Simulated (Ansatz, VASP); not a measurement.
Given: the input of a run of VASP 6.6.1 on BaTiO3 (Barioperovskite).

File INCAR:

```
SYSTEM = BaTiO3
PREC     = Accurate       ! precision mode
ENCUT    = 520            ! plane-wave cutoff, eV
EDIFF    = 1E-7           ! SCF threshold, eV
ISMEAR   = -1             ! smearing method
SIGMA    = 0.05           ! smearing width, eV
LREAL    = .FALSE.        ! projectors in reciprocal space
LASPH    = .TRUE.         ! aspherical terms in the spheres
NELM     = 100            ! most SCF steps
ALGO     = Normal         ! electronic algorithm
ISIF     = 2              ! what is computed and relaxed
LWAVE    = .FALSE.        ! write WAVECAR
LCHARG   = .FALSE.        ! write CHGCAR
GGA      = PE             ! functional
NBANDS   = 28             ! bands
```

KPOINTS

```
Automatic mesh
0
G
  7 7 7
  0 0 0
```

The input POSCAR:

```
BaTiO3
1.0
    3.9587508719      0.0000000000      0.0000000000
    0.0000000000      2.8178598290      2.8260544582
    0.0000000000     -2.8178598290      2.8260544582
Ba Ti O
1 1 3
Direct
    0.0000000000      0.0000000000      0.0000000000
    0.5000000000      0.5124000000      0.5124000000
    0.5000000000      0.9918400000      0.5052400000
    0.5000000000      0.5052400000      0.9918400000
    0.0000000000      0.4874000000      0.4874000000
```

Potentials or basis: VASP PAW PBE potentials, release 64 (Ba_sv, Ti_sv, O).

Launch:

```sh
$ cat potpaw_PBE.64/Ba_sv/POTCAR potpaw_PBE.64/Ti_sv/POTCAR potpaw_PBE.64/O/POTCAR > POTCAR
$ mpirun -np 1 vasp_std > vasp.out
```

Translate it to Ansatz 0.2.0. Potentials there: Ansatz PAW.

As run (the cutoff follows the program's own potentials):

input.yaml

```yaml
crystal:
  lattice:
    - [3.9587508719, 0.0, 0.0]
    - [0.0, 2.817859829, 2.8260544582]
    - [0.0, -2.817859829, 2.8260544582]
  atoms:
    - { symbol: Ba, position: [0.0, 0.0, 0.0] }
    - { symbol: Ti, position: [0.5, 0.5124, 0.5124] }
    - { symbol: O, position: [0.5, 0.99184, 0.50524] }
    - { symbol: O, position: [0.5, 0.50524, 0.99184] }
    - { symbol: O, position: [0.0, 0.4874, 0.4874] }
hamiltonian:
  xc: pbe
  pseudopotentials: { kind: paw }
kpoints:
  mp_grid: { grid: [7, 7, 7] }
scf:
  occupations: { method: fermi_dirac, width: 0.05 }
output:
  forces: true
  stress: true
  eigenvalues: true
```

Potentials or basis: Ansatz PAW.

The run is started by

```bash
$ ansatz run input.yaml --threads 2 --pin off --max-ram 5632MiB --backend cpu --events-out ev --progress --plain --runs-dir out
```

Both were run:

|  | VASP | Ansatz | Ansatz less VASP |
| --- | --- | --- | --- |
| gap on the k mesh at the Fermi level (eV) | 1.96 | 2.03 | +0.067 |
| least direct gap on the mesh (eV) | 2.08 | 2.10 | +0.024 |
| pressure (GPa) | 7.9 | 5.9 | -1.91 |
| largest component of the traceless stress (GPa) | 0.40 | 0.41 | +0.002 |
| rms of the force components (eV/Å) | 0.107 | 0.107 | 0.0000 |

Atom by atom the forces differ by 0.015 eV/Å (rms over components). With one functional, cell and mesh, what is left measures potentials, basis and numerics.

Caveats: spin-orbit coupling is left out, which moves the levels of the heavy elements; an odd mesh through Γ misses points on the zone boundary, where band edges often lie (VASP); odd divisions of the mesh miss points on the zone boundary, where band edges often lie, so the gap on the mesh can be too wide (Ansatz); the pressure holds a Pulay correction of +0.6 GPa for the finite cutoff (Ansatz). A hybrid or GW would open this gap; PBE tends to underestimate it.
